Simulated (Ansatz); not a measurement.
# LiNbO3: the cost of one run

Program: Ansatz 0.2.0. Level of theory: DFT r2SCAN, scalar-relativistic, plane waves, PAW. These are calculated values, not measurements.

## (1) The system as given

The structure is trigonal, space group R3c (No. 161). The conventional cell has a = 5.151 Å, b = 5.151 Å, c = 13.865 Å, α = 90.00°, β = 90.00°, γ = 120.00°. Around Li (site symmetry 3) lie 6 O at 2.07 to 2.24 Å. Nb (site symmetry 3) has 6 O at 1.88 to 2.12 Å as nearest neighbours. Around O (site symmetry 1) lie 2 Nb at 1.88 to 2.12 Å and 2 Li at 2.07 to 2.24 Å.

Coordinates:

```cif
data_structure
_symmetry_space_group_name_H-M 'P 1'
_symmetry_Int_Tables_number 1
_cell_length_a 5.4960
_cell_length_b 5.4960
_cell_length_c 5.4960
_cell_angle_alpha 55.892
_cell_angle_beta 55.892
_cell_angle_gamma 55.892
_cell_volume 106.21
loop_
_atom_site_label
_atom_site_type_symbol
_atom_site_fract_x
_atom_site_fract_y
_atom_site_fract_z
_atom_site_occupancy
Li1 Li 0.30210 0.30210 0.30210 1
Li2 Li 0.80210 0.80210 0.80210 1
Nb1 Nb 0.01920 0.01920 0.01920 1
Nb2 Nb 0.51920 0.51920 0.51920 1
O1 O 0.13110 0.37830 0.74050 1
O2 O 0.74050 0.13110 0.37830 1
O3 O 0.37830 0.74050 0.13110 1
O4 O 0.24050 0.87830 0.63110 1
O5 O 0.87830 0.63110 0.24050 1
O6 O 0.63110 0.24050 0.87830 1
```

The structure rests on an entry of the Crystallography Open Database; cell or positions may have been set otherwise for this series.

## (2) Relaxing cell and atoms: LiNbO3, no spin

input.yaml

```yaml
crystal:
  lattice:
    - [2.5756485575, 1.487051388, 4.6218]
    - [-2.5756485575, 1.487051388, 4.6218]
    - [0.0, -2.974102776, 4.6218]
  atoms:
    - { symbol: Li, position: [0.3021, 0.3021, 0.3021] }
    - { symbol: Li, position: [0.8021, 0.8021, 0.8021] }
    - { symbol: Nb, position: [0.0192, 0.0192, 0.0192] }
    - { symbol: Nb, position: [0.5192, 0.5192, 0.5192] }
    - { symbol: O, position: [0.1311, 0.3783, 0.7405] }
    - { symbol: O, position: [0.7405, 0.1311, 0.3783] }
    - { symbol: O, position: [0.3783, 0.7405, 0.1311] }
    - { symbol: O, position: [0.2405, 0.8783, 0.6311] }
    - { symbol: O, position: [0.8783, 0.6311, 0.2405] }
    - { symbol: O, position: [0.6311, 0.2405, 0.8783] }
scf:
  occupations: { method: fixed }
output:
  forces: true
  stress: true
  eigenvalues: true
hamiltonian:
  xc: r2scan
kpoints:
  mp_grid: { grid: [4, 4, 4] }
relax:
  f_tol: 0.002
  cell: { stress_tol: 0.02, sigma_target: [0.0, 0.0, -1.0, 0.0, 0.0, 0.0] }
```

The run is started by

```console
$ ansatz run input.yaml --threads 8 --pin off --max-ram 20480MiB --backend cpu --events-out ev --progress --plain --runs-dir out
```

What time and memory should one allow on 8 threads of Arm Neoverse V1, shared host?

About 19 s, with a peak of 0.86 GiB.
